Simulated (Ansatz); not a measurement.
# CdS: ab initio molecular dynamics

Computed with Ansatz, DFT PBEsol, scalar-relativistic, plane waves, PAW. Cutoff 420 eV, shifted (0.5, 0.5, 0.5 steps) 2×2×2 k-points, Fermi–Dirac smearing of 0.02 eV. The mesh is coarse. No spin polarisation.

32 atoms, starting at 1.00 times the perfect crystal's volume (space group F-43m, not the usual structure); Langevin thermostat at 150 K (friction 0.02 fs⁻¹), fixed cell; 90 steps of 3 fs. The run is short and not equilibrated.

First frame:

```yaml
crystal:
  lattice:
    - [-5.82420, 5.82420, -5.82420]
    - [5.82420, -5.82420, -5.82420]
    - [-5.82420, -5.82420, 5.82420]
  atoms:
    - { symbol: Cd, position: [0.50000, 0.25000, 0.25000] }
    - { symbol: Cd, position: [0.25000, 0.25000, 0.50000] }
    - { symbol: Cd, position: [0.00000, 0.25000, 0.75000] }
    - { symbol: Cd, position: [0.75000, 0.00000, 0.25000] }
    - { symbol: Cd, position: [0.75000, 0.25000, 0.00000] }
    - { symbol: Cd, position: [0.50000, 0.00000, 0.50000] }
    - { symbol: Cd, position: [0.25000, 0.00000, 0.75000] }
    - { symbol: Cd, position: [0.00000, 0.75000, 0.25000] }
    - { symbol: Cd, position: [0.00000, 0.00000, 0.00000] }
    - { symbol: Cd, position: [0.75000, 0.75000, 0.50000] }
    - { symbol: Cd, position: [0.50000, 0.75000, 0.75000] }
    - { symbol: Cd, position: [0.25000, 0.50000, 0.25000] }
    - { symbol: Cd, position: [0.25000, 0.75000, 0.00000] }
    - { symbol: Cd, position: [0.00000, 0.50000, 0.50000] }
    - { symbol: Cd, position: [0.75000, 0.50000, 0.75000] }
    - { symbol: Cd, position: [0.50000, 0.50000, 0.00000] }
    - { symbol: S, position: [0.50000, 0.00000, 0.25000] }
    - { symbol: S, position: [0.25000, 0.00000, 0.50000] }
    - { symbol: S, position: [0.00000, 0.00000, 0.75000] }
    - { symbol: S, position: [0.75000, 0.75000, 0.25000] }
    - { symbol: S, position: [0.75000, 0.00000, 0.00000] }
    - { symbol: S, position: [0.50000, 0.75000, 0.50000] }
    - { symbol: S, position: [0.25000, 0.75000, 0.75000] }
    - { symbol: S, position: [0.00000, 0.50000, 0.25000] }
    - { symbol: S, position: [0.00000, 0.75000, 0.00000] }
    - { symbol: S, position: [0.75000, 0.50000, 0.50000] }
    - { symbol: S, position: [0.50000, 0.50000, 0.75000] }
    - { symbol: S, position: [0.25000, 0.25000, 0.25000] }
    - { symbol: S, position: [0.25000, 0.50000, 0.00000] }
    - { symbol: S, position: [0.00000, 0.25000, 0.50000] }
    - { symbol: S, position: [0.75000, 0.25000, 0.75000] }
    - { symbol: S, position: [0.50000, 0.25000, 0.00000] }
```

| Quantity | Value |
| --- | --- |
| Mean temperature over the second half | 122 K |
| Mean pressure over the second half (kinetic part included) | 0.1 GPa |
| Mean potential energy above the perfect crystal (relaxed, at volume ratio 1; its own run had another smearing, without effect beside its gap) | 15 meV/atom |
| Mean-square drift of Cd from first to last step (mean shift of all atoms removed) | 0.02 Å² |
| Mean-square drift of S from first to last step (mean shift of all atoms removed) | 0.01 Å² |

Pair distribution functions g(r), second half of the run, up to half the cell's height:

```csv
r (Å),Cd-Cd,Cd-S,S-S
2.35,0.0,0.0,0.0
2.45,0.0,8.0,0.0
2.55,0.0,14.9,0.0
2.65,0.0,1.8,0.0
2.75,0.0,0.0,0.0
2.85,0.0,0.0,0.0
2.95,0.0,0.0,0.0
3.05,0.0,0.0,0.0
3.15,0.0,0.0,0.0
3.25,0.0,0.0,0.0
3.35,0.0,0.0,0.0
3.45,0.0,0.0,0.0
3.55,0.0,0.0,0.0
3.65,0.0,0.0,0.0
3.75,0.0,0.0,0.0
3.85,0.6,0.0,0.2
3.95,3.1,0.0,2.0
4.05,7.8,0.0,9.6
```

Along the run (potential energy from its first value; pressure with the kinetic part):

```tsv
t (fs)	T (K)	ΔE_pot (meV/atom)	P (GPa)
0.0	145	0.0	0.1
9.0	138	1.8	0.1
18.0	107	5.9	0.2
27.0	111	10.4	0.2
36.0	112	12.7	0.2
45.0	126	12.8	0.2
54.0	153	11.9	0.2
63.0	141	11.5	0.2
72.0	153	12.6	0.2
81.0	139	16.1	0.2
90.0	122	19.8	0.3
99.0	102	21.0	0.3
108.0	111	19.7	0.2
117.0	150	16.8	0.2
126.0	163	14.7	0.1
135.0	141	14.1	0.1
144.0	119	14.8	0.1
153.0	110	16.0	0.1
162.0	102	16.6	0.1
171.0	104	16.3	0.1
180.0	131	15.3	0.1
189.0	111	14.2	0.1
198.0	138	13.5	0.1
207.0	138	13.3	0.1
216.0	127	13.5	0.1
225.0	136	14.6	0.1
234.0	124	16.6	0.1
243.0	100	17.5	0.1
252.0	132	16.8	0.1
261.0	113	16.4	0.1
270.0	118	15.3	0.1
```

Cost: 1 run of about 32 core-minutes (earlier runs that led there not counted), on AMD EPYC 9R45 (Zen 5) (shared hosts).